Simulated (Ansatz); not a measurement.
Runs of Ansatz 0.2.0 on TiSe. The structure is tetragonal, space group P4/nmm (No. 129). The conventional cell has a = 4.178 Å, b = 4.178 Å, c = 5.984 Å, α = 90.00°, β = 90.00°, γ = 90.00°. Se (site symmetry 4mm) is surrounded by 4 Ti at 2.53 Å. Ti (site symmetry -4m2) has 4 Se at 2.53 Å as nearest neighbours. The cell comes from a database or a generator and needn't be the stable form of this composition.

```csv
task,level,cell,points for each segment of the path,gap on the mesh (eV),pressure (GPa),relaxed volume (Å³/atom),largest force (eV/Å)
relaxation of cell and atoms,HSE06,relaxed,-,none,0.0,25.64,-
band structure,HSE06,as given,4,none,-1.8,-,(a)
relaxation of cell and atoms,PBE0,relaxed,-,none,0.0,25.31,0.01
single point,PBE0,as given,-,none,(b),-,0.24
```

Alike in all rows: potentials or basis Ansatz PAW; no spin polarisation; k mesh 4 × 4 × 4; cutoff (eV) 420; smearing fermi-dirac 0.05 eV; the mesh is coarse, so values aren't converged.

Fill in the values left out.

(a) 0.25; (b) -2.0.

Caveats: all runs use coarse meshes; this functional lacks dispersion, which binds the layers, so the pressure and a relaxed spacing across them are unreliable; the PAW data sets come from PBE, with cores solved anew for the run's functional, which leaves a small shift of forces and pressure; the plane-wave basis is chosen anew once the cell has moved, so the energies of steps on either side of that aren't comparable (some runs); the thresholds are loose for stress (some runs).

A k mesh can miss the band edges, and the runs leave out spin-orbit coupling on Se.

A gap of «none» marks a metal or a gap under the smearing width.
